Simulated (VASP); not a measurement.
# TiO2 (C2/c) in VASP: single point with PBEsol

Aim: the single point of TiO2 with PBEsol.

Everything below comes from runs of VASP 6.6.1. Logs are shortened: lines on timing, memory, paths and dates and some standing lists are left out, and cuts for length are marked.

## Step 1: Starting point

Symmetry: C2/c, No. 15, monoclinic system. Conventional cell: a = 5.412 Å, b = 5.413 Å, c = 5.472 Å, α = 90.00°, β = 118.77°, γ = 90.00°. Ti (site symmetry 2) has 6 O at 1.93 to 2.00 Å as nearest neighbours. O (site symmetry 1) is surrounded by 3 Ti at 1.93 to 2.00 Å.

The cell is a database's computed one.

## Step 2: Single point, PBEsol

INCAR

```
PREC     = Accurate       # precision mode
ENCUT    = 520            # plane-wave cutoff, eV
EDIFF    = 1E-6           # SCF threshold, eV
ISMEAR   = 0              # smearing method
SIGMA    = 0.01           # smearing width, eV
LREAL    = F              # projectors in reciprocal space
LASPH    = T              # aspherical terms in the spheres
NELM     = 100            # most SCF steps
ALGO     = Normal         # electronic algorithm
ISIF     = 2              # what is computed and relaxed
LWAVE    = F              # write WAVECAR
LCHARG   = F              # write CHGCAR
GGA      = PS             # functional
NBANDS   = 33             # bands
```

KPOINTS

```
Automatic mesh
0
Gamma
  5 5 4
```

POSCAR

```
TiO2
1.0
    2.7060340000     -2.7066550000      0.0000000000
    2.7060340000      2.7066550000      0.0000000000
   -2.6335310000      0.0000000000      4.7966370000
Ti O
2 4
Direct
    0.1341100000      0.8658900000      0.2500000000
    0.8658900000      0.1341100000      0.7500000000
    0.3312210000      0.0887550000      0.6671490000
    0.6687790000      0.9112450000      0.3328510000
    0.9112450000      0.6687790000      0.8328510000
    0.0887550000      0.3312210000      0.1671490000
```

Potentials or basis: VASP PAW PBE potentials, release 64 (Ti_sv, O).

On the command line:

```bash
$ cat potpaw_PBE.64/Ti_sv/POTCAR potpaw_PBE.64/O/POTCAR > POTCAR
$ mpirun -np 1 vasp_std > vasp.out
```

OUTCAR:

```text
PREC = Accurate
   ENCUT = 520
   EDIFF = 1E-6
   ISMEAR = 0
   LREAL = F
   LASPH = T
   NELM = 100
   ISIF = 2
   GGA = PS

 ion  position               nearest neighbor table
   1  0.134  0.866  0.250-   4 1.93   6 1.93   6 1.98   4 1.98   3 2.00   5 2.00
   2  0.866  0.134  0.750-   5 1.93   3 1.93   5 1.98   3 1.98   6 2.00   4 2.00
   3  0.331  0.089  0.667-   2 1.93   2 1.98   1 2.00
   4  0.669  0.911  0.333-   1 1.93   1 1.98   2 2.00
   5  0.911  0.669  0.833-   2 1.93   2 1.98   1 2.00
   6  0.089  0.331  0.167-   1 1.93   1 1.98   2 2.00

  LATTYP: Found a base centered monoclinic cell.
 ALAT       =     5.4120680000
 B/A-ratio  =     1.0002294871
 C/A-ratio  =     1.0110809974
 COS(beta)  =    -0.4812705001

  Lattice vectors:

 A1 = (   2.7060340000,  -2.7066550000,   0.0000000000)
 A2 = (   2.7060340000,   2.7066550000,   0.0000000000)
 A3 = (  -2.6335310000,   0.0000000000,   4.7966370000)

Analysis of symmetry for initial positions (statically):
=====================================================================
 Subroutine PRICEL returns:
 Original cell was already a primitive cell.

 Routine SETGRP: Setting up the symmetry group for a
 base centered monoclinic supercell.

 Subroutine GETGRP returns: Found  4 space group operations
 (whereof  2 operations were pure point group operations)
 out of a pool of  4 trial point group operations.

The static configuration has the point symmetry S_2 .
 The point group associated with its full space group is C_2h.

Analysis of symmetry for dynamics (positions and initial velocities):
=====================================================================
 Subroutine PRICEL returns:
 Original cell was already a primitive cell.

 Routine SETGRP: Setting up the symmetry group for a
 base centered monoclinic supercell.

 Subroutine GETGRP returns: Found  4 space group operations
 (whereof  2 operations were pure point group operations)
 out of a pool of  4 trial point group operations.

The dynamic configuration has the point symmetry S_2 .
 The point group associated with its full space group is C_2h.

 Subroutine INISYM returns: Found  4 space group operations
 (whereof  2 operations are pure point group operations),
 and found     1 'primitive' translations

----------------------------------------------------------------------------------------

                                     Primitive cell

  volume of cell :      70.2640

  direct lattice vectors                    reciprocal lattice vectors
     2.706034000 -2.706655000  0.000000000     0.184772253 -0.184729860  0.101446796
     2.706034000  2.706655000  0.000000000     0.184772253  0.184729860  0.101446796
    -2.633531000  0.000000000  4.796637000     0.000000000  0.000000000  0.208479399

  length of vectors
     3.827349122  3.827349122  5.472039111     0.280280858  0.280280858  0.208479399

  position of ions in fractional coordinates (direct lattice)
     0.134110000  0.865890000  0.250000000
     0.865890000  0.134110000  0.750000000
     0.331221000  0.088755000  0.667149000
     0.668779000  0.911245000  0.332851000
     0.911245000  0.668779000  0.832851000
     0.088755000  0.331221000  0.167149000

  ion indices of the primitive-cell ions
   primitive index   ion index
                 1           1
                 2           2
                 3           3
                 4           4
                 5           5
                 6           6

----------------------------------------------------------------------------------------

 KPOINTS: Automatic mesh

Automatic generation of k-mesh.
 Grid dimensions read from file:
 generate k-points for:    5    5    4

 Generating k-lattice:

  Cartesian coordinates                     Fractional coordinates (reciprocal lattice)
     0.036954451 -0.036945972  0.020289359     0.200000000 -0.000000000  0.000000000
     0.036954451  0.036945972  0.020289359    -0.000000000  0.200000000  0.000000000
     0.000000000  0.000000000  0.052119850     0.000000000  0.000000000  0.250000000

  Length of vectors
     0.056056172  0.056056172  0.052119850

  Shift w.r.t. Gamma in fractional coordinates (k-lattice)
     0.000000000  0.000000000  0.000000000

 Subroutine IBZKPT returns following result:
 ===========================================

 Found     33 irreducible k-points:

 Following reciprocal coordinates:
            Coordinates               Weight
  0.000000  0.000000  0.000000      1.000000
  0.200000  0.000000 -0.000000      4.000000
  0.400000  0.000000  0.000000      4.000000
  0.200000  0.200000 -0.000000      2.000000
  0.400000  0.200000  0.000000      4.000000
 -0.400000  0.200000 -0.000000      4.000000
[... 16 lines left out ...]
 -0.200000 -0.400000  0.250000      4.000000
 -0.200000 -0.200000  0.250000      2.000000
 [... further k-points ...]
   k-points           NKPTS =     33   k-points in BZ     NKDIM =     33   number of bands    NBANDS=     33
   number of dos      NEDOS =    301   number of ions     NIONS =      6
   total plane-waves  NPLWV =  32928
   dimension x,y,z NGX =    28 NGY =   28 NGZ =   42
   dimension x,y,z NGXF=    56 NGYF=   56 NGZF=   84
   ions per type =               2   4
   NGX,Y,Z   is equivalent  to a cutoff of  12.16, 12.16, 12.76 a.u.
   NGXF,Y,Z  is equivalent  to a cutoff of  24.32, 24.32, 25.52 a.u.
 SYSTEM =  unknown system
   PREC   = accura    normal or accurate (medium, high low for compatibility)
   ISTART =      0    job   : 0-new  1-cont  2-samecut
   ICHARG =      2    charge: 1-file 2-atom 10-const
   ISPIN  =      1    spin polarized calculation?
   LNONCOLLINEAR =      F non collinear calculations
   LSORBIT =      F    spin-orbit coupling
   LASPH  =      T    aspherical Exc in radial PAW
   ENCUT  =  520.0 eV  38.22 Ry    6.18 a.u.   7.12  7.12 10.17*2*pi/ulx,y,z
   NELM   =    100;   NELMIN=  2; NELMDL= -5     # of ELM steps
   EDIFF  = 0.1E-05   stopping-criterion for ELM
   LREAL  =      F    real-space projection
   EDIFFG = 0.1E-04   stopping-criterion for IOM
   NSW    =      0    number of steps for IOM
   IBRION =     -1    ionic relax: 0-MD 1-quasi-New 2-CG
   NFREE  =      0    steps in history (QN), initial steepest desc. (CG)
   ISIF   =      2    stress and relaxation
   ISYM   =      2    0-nonsym 1-usesym 2-fastsym
   POTIM  = 0.5000    time-step for ionic-motion
   TEBEG  =    0.0;   TEEND  =   0.0 temperature during run
   PSTRESS=    0.0 pullay stress
   NELECT =      48.0000    total number of electrons
   NUPDOWN=      -1.0000    fix difference up-down
   EMIN   =  10.00;   EMAX   =-10.00  energy-range for DOS
   EFERMI =   0.00;   METHOD = LEGACY
   ISMEAR =     0;   SIGMA  =   0.01  broadening in eV -4-tet -1-fermi 0-gaus
   EFERMI_NEDOS =   21; number of points for ismear=-14 and -15
   IALGO  =     38    algorithm
   IMIX   =      4    mixing-type and parameters
     AMIX     =   0.40;   BMIX     =  1.00
     AMIX_MAG =   1.60;   BMIX_MAG =  1.00
  volume/ion in A,a.u.               =      11.71        79.03
  Fermi-wavevector in a.u.,A,eV,Ry     =   1.441820  2.724644 28.284385  2.078844
  Thomas-Fermi vector in A             =   2.560409
   LORBIT       =      0    0 simple, 1 ext, 2 COOP (PROOUT), +10 PAW based schemes
   GGA     = PS    functional components
   LHFCALC =     F    Hartree Fock is set to
   AEXX    =    0.0000 exact exchange contribution
   IVDW    =     0    specifies the selected vdW correction
   LEPSILON=     F    determine dielectric tensor
   LRPA    =     F    only Hartree local field effects (RPA)
 non-spin polarized calculation
 Gauss-broadening in eV      SIGMA  =   0.01
  energy-cutoff  :      520.00
  volume of cell :       70.26
 maximum number of plane-waves:      1906
   NGX = 15   NGY = 15   NGZ = 21

 number of electron      47.9999994 magnetization

 Free energy of the ion-electron system (eV)
  ---------------------------------------------------
  ext. energy  EPLUGINS =         0.00000000
  ---------------------------------------------------
  free energy    TOTEN  =       -56.16156592 eV

  energy without entropy =      -56.16156592  energy(sigma->0) =      -56.16156592

 E-fermi :   3.0584     XC(G=0): -10.8611

 val. band max:        3.0100623580   @ k =  -0.4000   0.4000   0.0000
 cond. band min:       4.9950973440   @ k =   0.0000   0.0000   0.0000
 fundamental gap:      1.9850349860
 Fermi energy:         3.0584224813

 k-point     1 :       0.0000    0.0000    0.0000
  band No.  band energies     occupation
      1     -53.2525      2.00000
      2     -53.1980      2.00000
      3     -29.7945      2.00000
      4     -29.5740      2.00000
      5     -29.5735      2.00000
      6     -29.5110      2.00000
[... 25 lines left out ...]
     32       8.0846      0.00000
     33       8.0885      0.00000

 k-point     2 :       0.2000    0.0000   -0.0000
  band No.  band energies     occupation
      1     -53.2477      2.00000
      2     -53.2014      2.00000
      3     -29.7819      2.00000
      4     -29.6145      2.00000
      5     -29.5774      2.00000
      6     -29.5249      2.00000
[... 25 lines left out ...]
     32       8.4409      0.00000
     33       8.8403      0.00000
[... 754 lines left out ...]
     32       9.4998      0.00000
     33       9.6910      0.00000

 k-point    24 :      -0.2000   -0.2000    0.2500
  band No.  band energies     occupation
      1     -53.2459      2.00000
      2     -53.2019      2.00000
      3     -29.7911      2.00000
      4     -29.6307      2.00000
      5     -29.5938      2.00000
      6     -29.5417      2.00000
[... 25 lines left out ...]
     32       9.1302      0.00000
     33       9.2687      0.00000

 [... further k-points ...]

------------------------ aborting loop because EDIFF is reached ----------------------------------------

  FORCE on cell =-STRESS in cart. coord.  units (eV):
  Direction    XX          YY          ZZ          XY          YZ          ZX
  --------------------------------------------------------------------------------------
  -------------------------------------------------------------------------------------
  Total       -3.0619673     -3.0775821     -2.9474168      0.0000000      0.0000000     -0.1501950
  in kB      -69.8197252    -70.1757770    -67.2077157      0.0000000      0.0000000     -3.4247839
  external PRESSURE =     -69.0677393 kB  Pullay stress =       0.0000000 kB

 VOLUME and BASIS-vectors are now :
 -----------------------------------------------------------------------------
  energy-cutoff  :      520.00
  volume of cell :       70.26
      direct lattice vectors                 reciprocal lattice vectors
     2.706034000 -2.706655000  0.000000000     0.184772253 -0.184729860  0.101446796
     2.706034000  2.706655000  0.000000000     0.184772253  0.184729860  0.101446796
    -2.633531000  0.000000000  4.796637000     0.000000000  0.000000000  0.208479399

 POSITION                                       TOTAL-FORCE (eV/Angst)
 -----------------------------------------------------------------------------------
      2.04765      1.98068      1.19916        -0.000000      0.059497      0.000000
      0.73089     -1.98068      3.59748        -0.000000     -0.059497     -0.000000
     -0.62049     -0.65627      3.20007         0.007863     -0.037098     -0.214752
      3.39903      0.65627      1.59657        -0.007863      0.037098      0.214752
      2.08226     -0.65627      3.99488        -0.007863     -0.037098      0.214752
      0.69628      0.65627      0.80175         0.007863      0.037098     -0.214752
 -----------------------------------------------------------------------------------
    total drift:                               -0.000000      0.000000     -0.000000

  FREE ENERGIE OF THE ION-ELECTRON SYSTEM (eV)
  ---------------------------------------------------
  free  energy   TOTEN  =       -56.1615659241 eV

  energy  without entropy=      -56.1615659241  energy(sigma->0) =      -56.16156592
```

It took 50 s on 1 thread of Intel Xeon Platinum 8488C (Sapphire Rapids), shared host; peak memory 0.2 GiB.

Results:

```
Free energy            : -56.1616 eV
Pressure               : -6.9 GPa
Largest force          : 0.218 eV/Å
Band gap on the k mesh : 1.98 eV, indirect (least direct gap 2.34 eV)
```

Forces on the atoms (eV/Å):
```
Ti   0.000  0.059  0.000
Ti   0.000 -0.059  0.000
O    0.008 -0.037 -0.215
O   -0.008  0.037  0.215
O   -0.008 -0.037  0.215
O    0.008  0.037 -0.215
```

Levels at points of the mesh, in eV from the valence-band top:
| k point | band 21 | band 22 | band 23 | band 24 | band 25 | band 26 | band 27 | band 28 |
| --- | --- | --- | --- | --- | --- | --- | --- | --- |
| (0.00, 0.00, 0.00) | -0.79 | -0.74 | -0.47 | -0.46 | 1.98 | 2.72 | 3.76 | 3.77 |
| (0.00, 0.00, 0.50) | -1.27 | -1.27 | -0.15 | -0.15 | 2.34 | 2.34 | 3.59 | 3.59 |

Caveat: the PAW data sets were made with another functional, which shifts forces and pressure a little; an odd mesh through Γ misses points on the zone boundary, where band edges often lie.
